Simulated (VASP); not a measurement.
# KCl: density of states with LDA

Crystal: KCl.

```
K Cl
1.0
     3.83920    0.00000    0.00000
     0.00000    3.83920    0.00000
     0.00000    0.00000    3.83920
K Cl
1 1
Direct
  0.00000 0.00000 0.00000
  0.50000 0.50000 0.50000
```

Measurements of this composition are mostly on another form, of space group No. 225.

```yaml
Program: VASP 6.6.1
Task: density of states
Functional: LDA
Potentials_or_basis: VASP PAW LDA potentials, release 64 (K_pv, Cl)
Cutoff: 500 eV
k_mesh: 7 × 7 × 7
Occupations: fermi-dirac, width 0.1 eV
Spin: no spin polarisation
Further_INCAR_settings: ALGO = Fast; EDIFF = 1.00e-07
```

```json
{
  "Pressure": "-2.8 GPa",
  "Band gap on the k mesh": "4.38 eV, indirect (least direct gap 4.57 eV)",
  "Valence electrons inside the program's atomic spheres": "K 6.07; Cl 5.11"
}
```

Levels at points of the mesh, in eV from the valence-band top:
| k point | band 4 | band 5 | band 6 | band 7 | band 8 | band 9 | band 10 | band 11 |
| --- | --- | --- | --- | --- | --- | --- | --- | --- |
| (0.00, 0.00, 0.00) | -11.27 | -0.19 | -0.19 | -0.19 | 4.38 | 6.26 | 6.26 | 10.66 |

States per cell in windows of 1 eV (zero at the valence-band top; states under -8 eV left out):
| from (eV) | total | Cl2_p | K1_d | K1_s | K1_p | Cl2_s | Cl2_d |
| --- | --- | --- | --- | --- | --- | --- | --- |
| -8.0 | 0.00 | 0.00 | 0.00 | 0.00 | 0.00 | 0.00 | 0.00 |
| -7.0 | 0.00 | 0.00 | 0.00 | 0.00 | 0.00 | 0.00 | 0.00 |
| -6.0 | 0.00 | 0.00 | 0.00 | 0.00 | 0.00 | 0.00 | 0.00 |
| -5.0 | 0.00 | 0.00 | 0.00 | 0.00 | 0.00 | 0.00 | 0.00 |
| -4.0 | 0.00 | 0.00 | 0.00 | 0.00 | 0.00 | 0.00 | 0.00 |
| -3.0 | 0.01 | 0.01 | 0.00 | 0.00 | 0.00 | 0.00 | 0.00 |
| -2.0 | 2.10 | 1.12 | 0.02 | 0.03 | 0.04 | 0.00 | 0.00 |
| -1.0 | 3.59 | 2.19 | 0.03 | 0.01 | 0.05 | 0.00 | 0.00 |
| 0.0 | 0.30 | 0.20 | 0.00 | 0.00 | 0.00 | 0.00 | 0.00 |
| 1.0 | 0.00 | 0.00 | 0.00 | 0.00 | 0.00 | 0.00 | 0.00 |
| 2.0 | 0.00 | 0.00 | 0.00 | 0.00 | 0.00 | 0.00 | 0.00 |
| 3.0 | 0.00 | 0.00 | 0.00 | 0.00 | 0.00 | 0.00 | 0.00 |
| 4.0 | 0.04 | 0.00 | 0.00 | 0.01 | 0.00 | 0.00 | 0.00 |
| 5.0 | 0.18 | 0.01 | 0.01 | 0.04 | 0.01 | 0.01 | 0.00 |
| 6.0 | 1.35 | 0.07 | 0.30 | 0.21 | 0.06 | 0.03 | 0.00 |
| 7.0 | 2.64 | 0.11 | 0.90 | 0.14 | 0.24 | 0.06 | 0.00 |

Run time: 13 s on 1 thread of Intel(R) Xeon(R) Platinum 8559C (Emerald Rapids) (shared host), peak memory 0.14 GiB.

Caveat: an odd mesh through Γ misses points on the zone boundary, where band edges often lie.
